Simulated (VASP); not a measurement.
# SnSe2 in VASP: one cell, several levels of theory

What does VASP give for SnSe2 built on the CdI2 prototype, under +2.3 % biaxial strain in x and y, z held, the cell held fixed? Runs: PBE, r2SCAN.

The runs shown are made with VASP 6.6.1. PAW datasets, plane waves. (Simulation; spin polarisation is off.)

## (1) The structure to begin with

The cell comes from an earlier relaxation with r2SCAN+rVV10 in another program, then strained, with the atoms relaxed again.

It is trigonal, P-3m1 (No. 164); conventional cell a = 3.912 Å, c = 6.227 Å, 27.51 Å³ an atom. Around Sn lie 6 Se at 2.74 Å; around Se lie 3 Sn at 2.74 Å.

Structure file:

Space group P-3m1 (No. 164). a = 3.912 Å, b = 3.912 Å, c = 6.227 Å, α = 90.00°, β = 90.00°, γ = 120.00°
| atom | site | symmetry | x | y | z |
| --- | --- | --- | --- | --- | --- |
| Sn | 1a | -3m. | 0.0000 | 0.0000 | 0.0000 |
| Se | 2d | 3m. | 0.3333 | 0.6667 | 0.2491 |

## (2) PBE at this geometry

Input file INCAR:

```
ENCUT = 520.000000
SIGMA = 0.020000
EDIFF = 1.00e-07
GGA = PE
PREC = Accurate
IBRION = -1
ISIF = 2
ISMEAR = -1
NBANDS = 20
NELM = 120
NSW = 0
LASPH = .TRUE.
LCHARG = .FALSE.
LWAVE = .FALSE.
LREAL = .FALSE.
```

Input file KPOINTS:

```
KPOINTS created by Atomic Simulation Environment
0
Gamma
12 12 4
0 0 0
```

Input file KPOINTS_OPT:

```
special points
8
Reciprocal
0.0000000000 0.0000000000 0.0000000000 1
0.5000000000 0.0000000000 0.0000000000 1
0.3333333333 0.3333333333 0.0000000000 1
0.0000000000 0.0000000000 0.5000000000 1
0.5000000000 0.0000000000 0.5000000000 1
0.3333333333 0.3333333333 0.5000000000 1
0.0833333333 0.0833333333 0.0000000000 1
0.5000000000 0.0000000000 0.3500000000 1
```

Input file POSCAR:

```
Sn Se
 1.0000000000000000
     3.9119802189675466    0.0000000000000000    0.0000000000000000
    -1.9559901094837733    3.3878742487281062    0.0000000000000000
     0.0000000000000000    0.0000000000000000    6.2270790414999997
 Sn  Se
   1   2
Cartesian
  0.0000000000000000  0.0000000000000000  0.0000000000000000
 -0.0000000000000001  2.2585828324854038  1.5512358084145701
  1.9559901094837726  1.1292914162427019  4.6758432330854296
```

The run uses the recommended PBE PAW datasets (26 valence electrons a neutral cell).

On the command line:

```console
$ mpirun -np 1 vasp_std
```

Printed to the terminal (iteration lines stand in OSZICAR):

```text
POSCAR found type information on POSCAR SnSe
 POSCAR found :  2 types and       3 ions
 LDA part: xc-table for (Slater+PW92), standard interpolation
 POSCAR, INCAR and KPOINTS ok, starting setup
 FFT: planning ... GRIDC
 FFT: planning ... GRID_SOFT
 FFT: planning ... GRID
 WAVECAR not read
 entering main loop
 Start KPOINTS_OPT (optional k-point list driver)
k-point batch [1-8\8]
```

OSZICAR:

```text
N       E                     dE             d eps       ncg     rms          rms(c)
DAV:   1     0.206889424503E+03    0.20689E+03   -0.12087E+04  2816   0.145E+03
DAV:   2     0.123340377129E+02   -0.19456E+03   -0.18673E+03  2960   0.384E+02
DAV:   3    -0.112531262810E+02   -0.23587E+02   -0.23004E+02  3356   0.114E+02
DAV:   4    -0.120959083696E+02   -0.84278E+00   -0.84154E+00  3272   0.232E+01
DAV:   5    -0.121167007308E+02   -0.20792E-01   -0.20791E-01  3800   0.379E+00    0.474E+00
DAV:   6    -0.118574902828E+02    0.25921E+00   -0.55569E-01  4156   0.740E+00    0.305E+00
DAV:   7    -0.118431639759E+02    0.14326E-01   -0.15103E-01  3208   0.233E+00    0.103E+00
DAV:   8    -0.118433370623E+02   -0.17309E-03   -0.11922E-02  3392   0.102E+00    0.263E-01
DAV:   9    -0.118438967951E+02   -0.55973E-03   -0.15519E-03  3148   0.313E-01    0.829E-02
DAV:  10    -0.118439152468E+02   -0.18452E-04   -0.13309E-04  3644   0.768E-02    0.322E-02
DAV:  11    -0.118439482663E+02   -0.33020E-04   -0.44445E-05  3032   0.384E-02    0.101E-02
DAV:  12    -0.118439485449E+02   -0.27857E-06   -0.30046E-06  3636   0.112E-02    0.678E-03
DAV:  13    -0.118439492025E+02   -0.65760E-06   -0.22713E-06  3040   0.783E-03    0.285E-03
DAV:  14    -0.118439493604E+02   -0.15795E-06   -0.36331E-08  2572   0.131E-03    0.112E-03
DAV:  15    -0.118439494104E+02   -0.49935E-07   -0.31625E-08  2356   0.122E-03
   1 F= -.11843949E+02 E0= -.11843949E+02  d E =-.214099E-08
       N       E                     dE             ncg
DAV:   1     0.341381880322E+04   -0.43548E+04      336
DAV:   2     0.187004175540E+04   -0.15438E+04      352
DAV:   3     0.168479120166E+04   -0.18525E+03      400
DAV:   4     0.167887543191E+04   -0.59158E+01      376
DAV:   5     0.167871715458E+04   -0.15828E+00      440
DAV:   6     0.167871403020E+04   -0.31244E-02      400
DAV:   7     0.167871395141E+04   -0.78787E-04      468
DAV:   8     0.167871395073E+04   -0.68732E-06      400
DAV:   9     0.167871395072E+04   -0.64433E-08      272
```

The lines after F= are the extra pass for the points of KPOINTS_OPT, at fixed density; their E is not a total energy.

OUTCAR, selected sections:

```text
k-points           NKPTS =     69   k-points in BZ     NKDIM =     69   number of bands    NBANDS=     20

   NELECT =      26.0000    total number of electrons

   dimension x,y,z NGX =    30 NGY =   30 NGZ =   48
   dimension x,y,z NGXF=    60 NGYF=   60 NGZF=   96

  energy-cutoff  :      520.00
  volume of cell :       82.53
      direct lattice vectors                 reciprocal lattice vectors
     3.911980219  0.000000000  0.000000000     0.255625014  0.147585171  0.000000000
    -1.955990109  3.387874249  0.000000000     0.000000000  0.295170342  0.000000000
     0.000000000  0.000000000  6.227079041     0.000000000  0.000000000  0.160588936

 k-points in reciprocal lattice and weights: KPOINTS created by Atomic Simulation Env
   0.00000000  0.00000000  0.00000000       0.002
   0.08333333  0.00000000  0.00000000       0.010
   0.16666667  0.00000000  0.00000000       0.010
   0.25000000  0.00000000  0.00000000       0.010
   0.33333333  0.00000000  0.00000000       0.010
   0.41666667  0.00000000  0.00000000       0.010
   0.50000000  0.00000000  0.00000000       0.005
   0.08333333  0.08333333  0.00000000       0.010
[... 61 more k-points ...]

 E-fermi :   3.8852

 k-point     1 :       0.0000    0.0000    0.0000
  band No.  band energies     occupation
      1     -17.7147      2.00000
      2     -17.7147      2.00000
      3     -17.6899      2.00000
      4     -17.6774      2.00000
      5     -17.6774      2.00000
      6     -10.0385      2.00000
      7      -8.4828      2.00000
      8      -2.3778      2.00000
      9       2.8041      2.00000
     10       2.8041      2.00000
     11       3.0769      2.00000
     12       3.0769      2.00000
     13       3.5211      2.00000
     14       4.2293      0.00000
     15       6.3194      0.00000
     16       7.9491      0.00000
     17       7.9491      0.00000
     18      11.5752      0.00000
     19      12.3258      0.00000
     20      12.3258      0.00000

 k-point     2 :       0.0833    0.0000    0.0000
  band No.  band energies     occupation
      1     -17.7172      2.00000
      2     -17.7129      2.00000
      3     -17.6885      2.00000
      4     -17.6785      2.00000
      5     -17.6769      2.00000
      6      -9.9764      2.00000
      7      -8.4455      2.00000
      8      -2.3753      2.00000
      9       2.0299      2.00000
     10       2.5029      2.00000
     11       2.7511      2.00000
     12       3.2450      2.00000
     13       3.5454      2.00000
     14       4.8401      0.00000
     15       6.7191      0.00000
     16       7.7391      0.00000
     17       8.0786      0.00000
     18      11.5912      0.00000
     19      11.8642      0.00000
     20      12.4129      0.00000

 k-point     3 :       0.1667    0.0000    0.0000
  band No.  band energies     occupation
      1     -17.7248      2.00000
      2     -17.7086      2.00000
      3     -17.6853      2.00000
      4     -17.6799      2.00000
      5     -17.6751      2.00000
      6      -9.7944      2.00000
      7      -8.3447      2.00000
      8      -2.4058      2.00000
      9       0.9833      2.00000
     10       2.0259      2.00000
     11       2.0524      2.00000
     12       3.3486      2.00000
     13       3.4923      2.00000
     14       5.4585      0.00000
     15       7.0276      0.00000
     16       8.0589      0.00000
     17       8.3830      0.00000
     18      10.7081      0.00000
     19      11.7222      0.00000
     20      12.5983      0.00000

 k-point     4 :       0.2500    0.0000    0.0000
  band No.  band energies     occupation
      1     -17.7358      2.00000
      2     -17.7045      2.00000
      3     -17.6870      2.00000
      4     -17.6752      2.00000
      5     -17.6708      2.00000
      6      -9.5081      2.00000
      7      -8.2144      2.00000
      8      -2.5786      2.00000
      9       0.1905      2.00000
     10       1.3341      2.00000
     11       1.6259      2.00000
     12       3.3254      2.00000
     13       3.3376      2.00000
     14       5.2841      0.00000
     15       7.2298      0.00000
     16       8.6629      0.00000
     17       8.9331      0.00000
     18      10.0637      0.00000
     19      11.5972      0.00000
     20      12.9496      0.00000

 k-point     5 :       0.3333    0.0000    0.0000
  band No.  band energies     occupation
      1     -17.7473      2.00000
      2     -17.7024      2.00000
      3     -17.6903      2.00000
      4     -17.6685      2.00000
      5     -17.6646      2.00000
      6      -9.1516      2.00000
      7      -8.1119      2.00000
      8      -2.9480      2.00000
      9      -0.2559      2.00000
     10       0.8928      2.00000
     11       1.2866      2.00000
     12       3.0133      2.00000
     13       3.2754      2.00000
     14       4.8739      0.00000
     15       7.3166      0.00000
     16       8.7866      0.00000
     17       9.3082      0.00000
     18       9.9220      0.00000
     19      12.2045      0.00000
     20      13.1502      0.00000

 k-point     6 :       0.4167    0.0000    0.0000
  band No.  band energies     occupation
      1     -17.7558      2.00000
      2     -17.7017      2.00000
      3     -17.6927      2.00000
      4     -17.6635      2.00000
      5     -17.6591      2.00000
      6      -8.7955      2.00000
      7      -8.0993      2.00000
      8      -3.3290      2.00000
      9      -0.5126      2.00000
     10       0.8017      2.00000
     11       1.0706      2.00000
     12       2.6306      2.00000
     13       3.2169      2.00000
     14       4.6177      0.00000
     15       7.2392      0.00000
     16       8.7998      0.00000
     17       9.0989      0.00000
     18      10.3126      0.00000
     19      12.9038      0.00000
     20      13.6777      0.00000

 k-point     7 :       0.5000    0.0000    0.0000
  band No.  band energies     occupation
      1     -17.7589      2.00000
      2     -17.7016      2.00000
      3     -17.6936      2.00000
      4     -17.6617      2.00000
      5     -17.6569      2.00000
      6      -8.6087      2.00000
      7      -8.1431      2.00000
      8      -3.4856      2.00000
      9      -0.6132      2.00000
     10       0.8447      2.00000
     11       0.9967      2.00000
     12       2.4365      2.00000
     13       3.1941      2.00000
     14       4.5386      0.00000
     15       7.1918      0.00000
     16       8.7927      0.00000
     17       9.0074      0.00000
     18      10.4740      0.00000
     19      13.1824      0.00000
     20      14.0078      0.00000

 k-point     8 :       0.0833    0.0833    0.0000
  band No.  band energies     occupation
      1     -17.7218      2.00000
      2     -17.7104      2.00000
      3     -17.6857      2.00000
      4     -17.6802      2.00000
      5     -17.6756      2.00000
      6      -9.8542      2.00000
      7      -8.3764      2.00000
      8      -2.3887      2.00000
      9       1.3675      2.00000
     10       1.7210      2.00000
     11       2.8485      2.00000
     12       2.9698      2.00000
     13       3.5613      2.00000
     14       5.3823      0.00000
     15       7.2526      0.00000
     16       7.5486      0.00000
     17       8.3588      0.00000
     18      10.9881      0.00000
     19      11.6665      0.00000
     20      12.6593      0.00000

 k-point     9 :       0.1667    0.0833    0.0000
  band No.  band energies     occupation
      1     -17.7303      2.00000
      2     -17.7073      2.00000
      3     -17.6843      2.00000
      4     -17.6799      2.00000
      5     -17.6717      2.00000
      6      -9.6195      2.00000
      7      -8.2599      2.00000
      8      -2.4899      2.00000
      9       0.5606      2.00000
     10       1.1074      2.00000
     11       2.2591      2.00000
     12       2.9622      2.00000
     13       3.4965      2.00000
     14       5.5261      0.00000
     15       7.4690      0.00000
     16       8.1535      0.00000
     17       8.7452      0.00000
     18      10.4022      0.00000
     19      11.1847      0.00000
     20      12.8841      0.00000

 k-point    10 :       0.2500    0.0833    0.0000
  band No.  band energies     occupation
      1     -17.7408      2.00000
      2     -17.7051      2.00000
      3     -17.6874      2.00000
      4     -17.6743      2.00000
      5     -17.6657      2.00000
      6      -9.2958      2.00000
      7      -8.1410      2.00000
      8      -2.7771      2.00000
      9      -0.0279      2.00000
     10       0.7510      2.00000
     11       1.6375      2.00000
     12       2.8621      2.00000
     13       3.3189      2.00000
     14       5.1988      0.00000
     15       7.6746      0.00000
     16       8.6041      0.00000
     17       9.2831      0.00000
     18       9.9354      0.00000
     19      11.3476      0.00000
     20      13.1557      0.00000

[... the tables of k-points 11 to 69 left out ...]

  Total        0.0286484      0.0286484      1.1645536      0.0000000      0.0000000      0.0000000
  in kB        0.5561639      0.5561639     22.6079793      0.0000000      0.0000000      0.0000000
  external PRESSURE =       7.9067690 kB  Pullay stress =       0.0000000 kB

 POSITION                                       TOTAL-FORCE (eV/Angst)
 -----------------------------------------------------------------------------------
      0.00000      0.00000      0.00000        -0.000000     -0.000000      0.000000
      0.00000      2.25858      1.55124         0.000000      0.000000      0.244124
      1.95599      1.12929      4.67584         0.000000     -0.000000     -0.244124
 -----------------------------------------------------------------------------------
    total drift:                                0.000000      0.000000     -0.000000

  FREE ENERGIE OF THE ION-ELECTRON SYSTEM (eV)
  ---------------------------------------------------
  free  energy   TOTEN  =       -11.8439494104 eV

  energy  without entropy=      -11.8439494082  energy(sigma->0) =      -11.84394941
```

Wall time 3.4 min (1 MPI rank of Intel Xeon Platinum 8488C, shared host); peak memory 0.32 GiB.

The levels at the points of KPOINTS_OPT are read from vasprun.xml.

Band energies at the special points (eV, zero at the top of v, the last band that the electrons fill by count):

```csv
point,v−1,v,c,c+1
Γ,-0.48,-0.04,0.67,2.76
M,-1.12,-0.37,0.98,3.63
K,-1.42,-1.42,1.24,6.28
A,-0.34,-0.34,2.01,2.67
L,-0.82,-0.73,0.71,4.13
H,-0.37,-0.37,2.20,4.61
```

Gap with PBE: 0.62 eV, valence top at (0.08, 0.08, 0.00), conduction bottom at (0.50, 0.00, 0.35). Least direct gap: 0.71 eV. The pressure is 0.79 GPa, and the largest force is 0.244 eV/Å, on atom 2 (Se).

(Part 1 of 2 ends here.)
